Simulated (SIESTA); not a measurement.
The system is ZrB2.

```xyz
3
Lattice="3.1700 0.0000 0.0000 -1.5850 2.7453 0.0000 0.0000 0.0000 3.5330" Properties=species:S:1:pos:R:3 pbc="T T T"
Zr    0.0000    0.0000    0.0000
B     1.5850    0.9151    1.7665
B     0.0000    1.8302    1.7665
```

Program: SIESTA 5.4.2. Alike in all runs: task band structure; level PBE; no spin polarisation; cell as given; k mesh 7 × 7 × 6; smearing fermi-dirac 0.05 eV; grid cutoff 800 Ry; energy shift 0.003 Ry. Hardware: 1 thread of Intel(R) Xeon(R) Platinum 8488C (Sapphire Rapids), on a shared host.

Order these runs on this cell by their wall time, lowest first.
A. potentials or basis PseudoDojo 0.4 standard (PBE files), DZP (energy shift 0.003 Ry; two zetas on semicore shells)
B. potentials or basis PseudoDojo 0.4 standard (PBE files), SZ (energy shift 0.003 Ry)
C. potentials or basis PseudoDojo 0.4 standard (PBE files), TZDP (energy shift 0.003 Ry; two zetas on semicore shells)

B (28 s), A (140 s), C (300 s).

Caveats: the basis has no polarisation orbitals (some runs).
